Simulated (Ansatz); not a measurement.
## PBE against PBEsol: RuO2, uniaxial strain ε_yy = −0.18 %

The parent structure is RuO2 in the rutile structure (space group P4_2/mnm, No. 136; a = 4.5234 Å, c = 3.1190 Å). Axes: x, y, z lie along a, b, c of the conventional cell.

(Cell as relaxed with PBE.)

Levels (all Ansatz, a program for electronic structure, PAW): PBE (420 eV, without spin-orbit coupling); PBEsol (420 eV, without spin-orbit coupling).

Each level relaxes its own structure.

| base | PBE | PBEsol |
|---|---|---|
| volume per atom | 10.64 Å³ | 10.28 Å³ |
| lattice parameter a | 4.523 Å | 4.466 Å |
| band gap | zero | zero |

Now apply this change: uniaxial strain ε_yy = −0.18 %, all other strain components held at zero, atoms relaxed at fixed cell.

```json
[
 {"quantity": "shortest interatomic distance", "PBE": "1.954 Å", "PBEsol": "?"},
 {"quantity": "energy relative to the base (free energy F)", "PBE": "0.0 meV/atom", "PBEsol": "?"},
 {"quantity": "pressure (mean of the normal stresses, compression positive)", "PBE": "0.4 GPa", "PBEsol": "?"},
 {"quantity": "band gap", "PBE": "zero", "PBEsol": "?"}
]
```

Problem. Predict the PBEsol column.

Solution. 
- shortest interatomic distance, PBEsol: 1.932 Å
- energy relative to the base (free energy F), PBEsol: 0.0 meV/atom
- pressure (mean of the normal stresses, compression positive), PBEsol: 0.5 GPa
- band gap, PBEsol: zero

PBE's shortest interatomic distance lies 0.022 Å above PBEsol's (1.1 %); the two agree on the energy relative to the base and band gap. Neither level is exact; PBEsol is the comparison here, not a measurement.

Without a gap, meshes like the base's 10×10×15 leave anisotropic stresses uncertain by several tenths of a GPa, and small strain energies with them. Stability against distortions was not tested. No Hubbard U is applied, and correlation can decide whether such a compound is a metal. All final runs are without spin polarisation.
